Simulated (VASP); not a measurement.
# C (P6_3/mmc) in VASP: a series of runs

Aim: see how the results for C move with the level of theory and the settings. Levels: PBE+MBD, PBEsol+D3. Tasks: relaxation of cell and atoms.

The COD entry that gives the cell may itself be a prediction, so a difference from it is no test against experiment.

All numbers are computed with VASP 6.6.1; they aren't measurements. Logs are shortened: lines on timing, memory, paths and dates and some standing lists are left out, and cuts for length are marked.

**1. The crystal as given**

It takes space group P6_3/mmc (No. 194, hexagonal). Conventional cell: a = 2.522 Å, b = 2.522 Å, c = 8.237 Å, α = 90.00°, β = 90.00°, γ = 120.00°. C (site symmetry 3m) is surrounded by 4 C at 1.54 Å. C (site symmetry 3m) has 4 C at 1.54 Å as nearest neighbours.

This is a hexagonal form of diamond, not graphite.

**2. Relaxation of cell and atoms, PBE+MBD**

The input, INCAR:

```
SYSTEM = C
PREC = Accurate
ENCUT = 600
EDIFF = 1E-6
ISMEAR = -1
SIGMA = 0.05
LREAL = .FALSE.
LASPH = .TRUE.
NELM = 100
ALGO = Normal
ISIF = 3
LWAVE = .FALSE.
LCHARG = .FALSE.
GGA = PE
IVDW = 202
IBRION = 2
NSW = 60
EDIFFG = -0.005
```

The input, KPOINTS:

```
Automatic mesh
0
G
  12 12 4
  0 0 0
```

The input, POSCAR:

```
C
1.0
    2.5221000000      0.0000000000      0.0000000000
   -1.2610500000      2.1842026709      0.0000000000
    0.0000000000      0.0000000000      8.2371000000
C
8
Direct
    0.6666666667      0.3333333333      0.8437500000
    0.3333333333      0.6666666667      0.3437500000
    0.6666666667      0.3333333333      0.6562500000
    0.3333333333      0.6666666667      0.1562500000
    0.0000000000      0.0000000000      0.9062500000
    0.0000000000      0.0000000000      0.4062500000
    0.0000000000      0.0000000000      0.5937500000
    0.0000000000      0.0000000000      0.0937500000
```

Potentials or basis: VASP PAW PBE potentials, release 64 (C).

The run is started by

```
cat potpaw_PBE.64/C/POTCAR > POTCAR
mpirun -np 1 vasp_std > vasp.out
```

OUTCAR:

```text
SYSTEM = C
   PREC = Accurate
   ENCUT = 600
   EDIFF = 1E-6
   ISMEAR = -1
   LREAL = .FALSE.
   LASPH = .TRUE.
   NELM = 100
   ISIF = 3
   GGA = PE
   IVDW = 202
   IBRION = 2
   NSW = 60
   EDIFFG = -0.005
  IVDW = 202

 ion  position               nearest neighbor table
   1  0.667  0.333  0.844-   3 1.54   5 1.54   5 1.54   5 1.54
   2  0.333  0.667  0.344-   4 1.54   6 1.54   6 1.54   6 1.54
   3  0.667  0.333  0.656-   1 1.54   7 1.54   7 1.54   7 1.54
   4  0.333  0.667  0.156-   2 1.54   8 1.54   8 1.54   8 1.54
   5  0.000  0.000  0.906-   8 1.54   1 1.54   1 1.54   1 1.54
   6  0.000  0.000  0.406-   7 1.54   2 1.54   2 1.54   2 1.54
   7  0.000  0.000  0.594-   6 1.54   3 1.54   3 1.54   3 1.54
   8  0.000  0.000  0.094-   5 1.54   4 1.54   4 1.54   4 1.54

  LATTYP: Found a hexagonal cell.
 ALAT       =     2.5221000000
 C/A-ratio  =     3.2659688355

  Lattice vectors:

 A1 = (   2.5221000000,   0.0000000000,   0.0000000000)
 A2 = (  -1.2610500000,   2.1842026709,   0.0000000000)
 A3 = (   0.0000000000,   0.0000000000,   8.2371000000)

Analysis of symmetry for initial positions (statically):
=====================================================================
 Subroutine PRICEL returns:
 Original cell was already a primitive cell.

 Routine SETGRP: Setting up the symmetry group for a
 hexagonal supercell.

 Subroutine GETGRP returns: Found 24 space group operations
 (whereof 12 operations were pure point group operations)
 out of a pool of 24 trial point group operations.

The static configuration has the point symmetry D_3d.
 The point group associated with its full space group is D_6h.

Analysis of symmetry for dynamics (positions and initial velocities):
=====================================================================
 Subroutine PRICEL returns:
 Original cell was already a primitive cell.

 Routine SETGRP: Setting up the symmetry group for a
 hexagonal supercell.

 Subroutine GETGRP returns: Found 24 space group operations
 (whereof 12 operations were pure point group operations)
 out of a pool of 24 trial point group operations.

The dynamic configuration has the point symmetry D_3d.
 The point group associated with its full space group is D_6h.

 Subroutine INISYM returns: Found 24 space group operations
 (whereof 12 operations are pure point group operations),
 and found     1 'primitive' translations

----------------------------------------------------------------------------------------

                                     Primitive cell

  volume of cell :      45.3764

  direct lattice vectors                    reciprocal lattice vectors
     2.522100000  0.000000000  0.000000000     0.396494984  0.228916486  0.000000000
    -1.261050000  2.184202671  0.000000000     0.000000000  0.457832972  0.000000000
     0.000000000  0.000000000  8.237100000     0.000000000  0.000000000  0.121401950

  length of vectors
     2.522100000  2.522100000  8.237100000     0.457832972  0.457832972  0.121401950

  position of ions in fractional coordinates (direct lattice)
     0.666666667  0.333333333  0.843750000
     0.333333333  0.666666667  0.343750000
     0.666666667  0.333333333  0.656250000
     0.333333333  0.666666667  0.156250000
     0.000000000  0.000000000  0.906250000
     0.000000000  0.000000000  0.406250000
     0.000000000  0.000000000  0.593750000
     0.000000000  0.000000000  0.093750000

  ion indices of the primitive-cell ions
   primitive index   ion index
                 1           1
                 2           2
                 3           3
                 4           4
                 5           5
                 6           6
                 7           7
                 8           8

----------------------------------------------------------------------------------------

 KPOINTS: Automatic mesh

Automatic generation of k-mesh.
 Grid dimensions read from file:
 generate k-points for:   12   12    4

 Generating k-lattice:

  Cartesian coordinates                     Fractional coordinates (reciprocal lattice)
     0.033041249  0.019076374  0.000000000     0.083333333  0.000000000  0.000000000
     0.000000000  0.038152748  0.000000000     0.000000000  0.083333333  0.000000000
     0.000000000  0.000000000  0.030350487     0.000000000  0.000000000  0.250000000

  Length of vectors
     0.038152748  0.038152748  0.030350487

  Shift w.r.t. Gamma in fractional coordinates (k-lattice)
     0.000000000  0.000000000  0.000000000

 Subroutine IBZKPT returns following result:
 ===========================================

 Found     57 irreducible k-points:

 Following reciprocal coordinates:
            Coordinates               Weight
  0.000000  0.000000  0.000000      1.000000
  0.083333  0.000000  0.000000      6.000000
  0.166667  0.000000  0.000000      6.000000
  0.250000  0.000000  0.000000      6.000000
  0.333333  0.000000  0.000000      6.000000
  0.416667  0.000000  0.000000      6.000000
[... 16 lines left out ...]
  0.250000  0.000000  0.250000     12.000000
  0.333333  0.000000  0.250000     12.000000
 [... further k-points ...]
   k-points           NKPTS =     57   k-points in BZ     NKDIM =     57   number of bands    NBANDS=     21
   number of dos      NEDOS =    301   number of ions     NIONS =      8
   total plane-waves  NPLWV =  28000
   dimension x,y,z NGX =    20 NGY =   20 NGZ =   70
   dimension x,y,z NGXF=    40 NGYF=   40 NGZF=  140
   ions per type =               8
   NGX,Y,Z   is equivalent  to a cutoff of  13.18, 13.18, 14.13 a.u.
   NGXF,Y,Z  is equivalent  to a cutoff of  26.37, 26.37, 28.26 a.u.
 SYSTEM =  C
   PREC   = accura    normal or accurate (medium, high low for compatibility)
   ISTART =      0    job   : 0-new  1-cont  2-samecut
   ICHARG =      2    charge: 1-file 2-atom 10-const
   ISPIN  =      1    spin polarized calculation?
   LNONCOLLINEAR =      F non collinear calculations
   LSORBIT =      F    spin-orbit coupling
   LASPH  =      T    aspherical Exc in radial PAW
   ENCUT  =  600.0 eV  44.10 Ry    6.64 a.u.   5.04  5.04 16.45*2*pi/ulx,y,z
   NELM   =    100;   NELMIN=  2; NELMDL= -5     # of ELM steps
   EDIFF  = 0.1E-05   stopping-criterion for ELM
   LREAL  =      F    real-space projection
   EDIFFG = -.5E-02   stopping-criterion for IOM
   NSW    =     60    number of steps for IOM
   IBRION =      2    ionic relax: 0-MD 1-quasi-New 2-CG
   NFREE  =      1    steps in history (QN), initial steepest desc. (CG)
   ISIF   =      3    stress and relaxation
   ISYM   =      2    0-nonsym 1-usesym 2-fastsym
   POTIM  = 0.5000    time-step for ionic-motion
   TEBEG  =    0.0;   TEEND  =   0.0 temperature during run
   PSTRESS=    0.0 pullay stress
   NELECT =      32.0000    total number of electrons
   NUPDOWN=      -1.0000    fix difference up-down
   EMIN   =  10.00;   EMAX   =-10.00  energy-range for DOS
   EFERMI =   0.00;   METHOD = LEGACY
   ISMEAR =    -1;   SIGMA  =   0.05  broadening in eV -4-tet -1-fermi 0-gaus
   EFERMI_NEDOS =   21; number of points for ismear=-14 and -15
   IALGO  =     38    algorithm
   IMIX   =      4    mixing-type and parameters
     AMIX     =   0.40;   BMIX     =  1.00
     AMIX_MAG =   1.60;   BMIX_MAG =  1.00
  volume/ion in A,a.u.               =       5.67        38.28
  Fermi-wavevector in a.u.,A,eV,Ry     =   1.457186  2.753682 28.890486  2.123391
  Thomas-Fermi vector in A             =   2.574017
   LORBIT       =      0    0 simple, 1 ext, 2 COOP (PROOUT), +10 PAW based schemes
   GGA     = PE    functional components
   LHFCALC =     F    Hartree Fock is set to
   AEXX    =    0.0000 exact exchange contribution
   IVDW    =   202    specifies the selected vdW correction
   LEPSILON=     F    determine dielectric tensor
   LRPA    =     F    only Hartree local field effects (RPA)
 conjugate gradient relaxation of ions
 non-spin polarized calculation
  energy-cutoff  :      600.00
  volume of cell :       45.38
 maximum number of plane-waves:      1534
   NGX = 11   NGY = 11   NGZ = 33

--------------------------------------- Ionic step        1  -------------------------------------------

 number of electron      31.9999998 magnetization

 Free energy of the ion-electron system (eV)
  ---------------------------------------------------
  ext. energy  EPLUGINS =         0.00000000
  ---------------------------------------------------
  free energy    TOTEN  =       -72.66724743 eV

  energy without entropy =      -72.66724743  energy(sigma->0) =      -72.66724743

------------------------ aborting loop because EDIFF is reached ----------------------------------------

  Tkatchenko/Scheffler method for vdW energy calculation

  Edisp (eV):   -1.73560

  FORCE on cell =-STRESS in cart. coord.  units (eV):
  Direction    XX          YY          ZZ          XY          YZ          ZX
  --------------------------------------------------------------------------------------
  -------------------------------------------------------------------------------------
  Total      -1.93489    -1.93489     1.54554     0.00000     0.00000     0.00000
  in kB     -68.31821   -68.31821    54.57107     0.00000     0.00000     0.00000
  external pressure =      -27.36 kB  Pullay stress =        0.00 kB
[... 165 lines left out ...]
  energy  without entropy=      -74.4241369745  energy(sigma->0) =      -74.42413697

--------------------------------------- Ionic step        5  -------------------------------------------

 number of electron      31.9999998 magnetization

 Free energy of the ion-electron system (eV)
  ---------------------------------------------------
  ext. energy  EPLUGINS =         0.00000000
  ---------------------------------------------------
  free energy    TOTEN  =       -72.67971326 eV

  energy without entropy =      -72.67971326  energy(sigma->0) =      -72.67971326

 E-fermi :  10.9312     XC(G=0): -13.2814

 val. band max:        9.9578122827   @ k =   0.0000   0.0000   0.0000
 cond. band min:      14.5157734692   @ k =   0.4167   0.0000   0.0000
 fundamental gap:      4.5579611866
 Fermi energy:        10.9312105503

 k-point     1 :       0.0000    0.0000    0.0000
  band No.  band energies     occupation
      1     -11.7555      2.00000
      2     -10.1037      2.00000
      3     -10.0039      2.00000
      4      -6.0473      2.00000
      5      -3.6377      2.00000
      6       3.0733      2.00000
[... 550 lines left out ...]
      5      -1.2744      2.00000
      6      -0.2602      2.00000
[... 13 lines left out ...]
     20      17.4689      0.00000
     21      18.0518      0.00000

 [... further k-points ...]

------------------------ aborting loop because EDIFF is reached ----------------------------------------

  Hirshfeld charges:
            ion         q(e)
   ------------------------------
      1     C        0.00165875
      2     C        0.00165875
      3     C        0.00165875
      4     C        0.00165875
      5     C       -0.00165875
      6     C       -0.00165875
      7     C       -0.00165875
      8     C       -0.00165875

  Tkatchenko/Scheffler method for vdW energy calculation
[... 33 lines left out ...]
  FREE ENERGIE OF THE ION-ELECTRON SYSTEM (eV)
  ---------------------------------------------------
  free  energy   TOTEN  =       -74.4243117556 eV

  energy  without entropy=      -74.4243117555  energy(sigma->0) =      -74.42431176

 reached required accuracy - stopping structural energy minimisation
```

Wall time 7.5 min (1 thread of Intel Xeon Platinum 8375C at 2.90GHz (Ice Lake), shared host); peak memory 0.19 GiB.

Results:

```
Free energy                            : -74.4243 eV
Relaxed volume                         : 5.64 Å³/atom
Relaxed cell                           : a = 2.508 Å, b = 2.508 Å, c = 8.273 Å, α = 90.00°, β = 90.00°, γ = 120.00°
Space group after relaxing (to 0.05 Å) : P6_3/mmc (No. 194)
Energy gained by relaxing              : 2.7 meV/atom
Ionic steps                            : 5
Pressure after relaxing                : 0.0 GPa
Largest force after relaxing           : 0.005 eV/Å
Band gap on the k mesh                 : 4.56 eV, indirect (least direct gap 5.31 eV)
Dispersion energy per atom             : -0.218 eV
```

Forces on the atoms (eV/Å):
```
C    0.000  0.000  0.005
C    0.000  0.000  0.005
C    0.000  0.000 -0.005
C    0.000  0.000 -0.005
C    0.000  0.000 -0.005
C    0.000  0.000 -0.005
C    0.000  0.000  0.005
C    0.000  0.000  0.005
```

The path:
```
step  energy change (eV)  largest force (eV/Å)  pressure (GPa)  volume (Å³)
   1              0.0000                0.3287           -2.74        45.38
   2              0.0159                0.4810            3.75        44.74
   3             -0.0213                0.0503           -0.18        45.10
   4             -0.0213                0.0546            0.21        45.06
   5             -0.0215                0.0049            0.02        45.08
```

Final structure:
```xyz
8
Lattice="2.5084 0.0000 0.0000 -1.2542 2.1724 0.0000 0.0000 0.0000 8.2731" Properties=species:S:1:pos:R:3 pbc="T T T"
C     1.2542    0.7241    6.9860
C     0.0000    1.4482    2.8495
C     1.2542    0.7241    5.4237
C     0.0000    1.4482    1.2871
C     0.0000    0.0000    7.5040
C     0.0000    0.0000    3.3674
C     0.0000    0.0000    4.9057
C     0.0000    0.0000    0.7691
```

Levels at points of the mesh, in eV from the valence-band top:
```csv
k point,band 14,band 15,band 16,band 17,band 18,band 19
"(0.00, 0.00, 0.00)",-0.23,0.00,0.00,5.31,5.31,5.49
"(0.50, 0.00, 0.00)",-4.71,-3.71,-2.98,4.62,5.60,6.01
"(0.00, 0.00, 0.50)",-0.65,-0.65,-0.65,6.09,6.09,6.09
"(0.50, 0.00, 0.50)",-4.76,-3.69,-3.69,4.96,4.96,7.01
```

**3. Relaxation of cell and atoms, PBEsol+D3**

The input, INCAR:

```
SYSTEM = C
ALGO = Normal
EDIFF = 1E-6
EDIFFG = -0.01
ENCUT = 600
GGA = PS
IBRION = 2
ISIF = 3
ISMEAR = -1
IVDW = 11
LASPH = .TRUE.
LCHARG = .FALSE.
LREAL = .FALSE.
LWAVE = .FALSE.
NELM = 80
NSW = 40
PREC = Accurate
SIGMA = 0.05
```

The input, KPOINTS:

```
k-points
0
G
  12 12 4
  0 0 0
```

POSCAR is that of step 2.

Potentials or basis: VASP PAW PBE potentials, release 64 (C).

The run is started by

```
cat potpaw_PBE.64/C/POTCAR > POTCAR
mpirun -np 1 vasp_std > vasp.out
```

It took 3.2 min on 1 thread of Intel Xeon Platinum 8375C at 2.90GHz (Ice Lake), shared host; peak memory 0.22 GiB.

The run converged. Its results:

```
Free energy                            : -77.6413 eV
Relaxed volume                         : 5.59 Å³/atom
Relaxed cell                           : a = 2.502 Å, b = 2.502 Å, c = 8.252 Å, α = 90.00°, β = 90.00°, γ = 120.00°
Space group after relaxing (to 0.05 Å) : P6_3/mmc (No. 194)
Energy gained by relaxing              : 4.0 meV/atom
Ionic steps                            : 8
Pressure after relaxing                : 0.0 GPa
Band gap on the k mesh                 : 4.44 eV, indirect (least direct gap 5.28 eV)
Dispersion energy per atom             : -0.086 eV
```

Forces in eV/Å, atoms in the order of the input:
```
C    0.000  0.000 -0.002
C    0.000  0.000 -0.002
C    0.000  0.000  0.002
C    0.000  0.000  0.002
C    0.000  0.000  0.001
C    0.000  0.000  0.001
C    0.000  0.000 -0.001
C    0.000  0.000 -0.001
```

Step by step:
```csv
step,energy change (eV),largest force (eV/Å),pressure (GPa),volume (Å³)
1,0.0000,0.3264,-6.15,45.38
2,0.0227,0.5440,8.53,43.96
3,-0.0314,0.0643,-0.20,44.76
4,-0.0314,0.0720,-0.08,44.75
5,-0.0313,0.0819,0.37,44.70
6,-0.0316,0.0179,0.12,44.73
7,-0.0316,0.0246,-0.09,44.75
8,-0.0316,0.0021,0.01,44.74
```

Final structure:
```
C
1.0
     2.50192    0.00000    0.00000
    -1.25096    2.16673    0.00000
     0.00000    0.00000    8.25226
C
8
Direct
  0.66667 0.33333 0.84444
  0.33333 0.66667 0.34444
  0.66667 0.33333 0.65556
  0.33333 0.66667 0.15556
  0.00000 0.00000 0.90702
  0.00000 0.00000 0.40702
  0.00000 0.00000 0.59298
  0.00000 0.00000 0.09298
```

Levels at points of the mesh, in eV from the valence-band top:
| k point | band 12 | band 13 | band 14 | band 15 | band 16 | band 17 | band 18 | band 19 | band 20 | band 21 |
| --- | --- | --- | --- | --- | --- | --- | --- | --- | --- | --- |
| (0.00, 0.00, 0.00) | -1.76 | -1.76 | -0.24 | 0.00 | 0.00 | 5.28 | 5.28 | 5.46 | 7.10 | 7.10 |
| (0.50, 0.00, 0.00) | -5.13 | -5.04 | -4.75 | -3.76 | -3.02 | 4.49 | 5.49 | 5.90 | 5.93 | 6.65 |
| (0.00, 0.00, 0.50) | -2.68 | -0.67 | -0.67 | -0.67 | -0.67 | 6.06 | 6.06 | 6.06 | 6.06 | 6.72 |
| (0.50, 0.00, 0.50) | -6.12 | -4.83 | -4.83 | -3.74 | -3.74 | 4.84 | 4.84 | 6.88 | 6.88 | 7.54 |

Caveat: the PAW data sets were made with another functional, which shifts forces and pressure a little. Expect the measured gap to be larger: semilocal functionals such as PBEsol lack the derivative discontinuity.
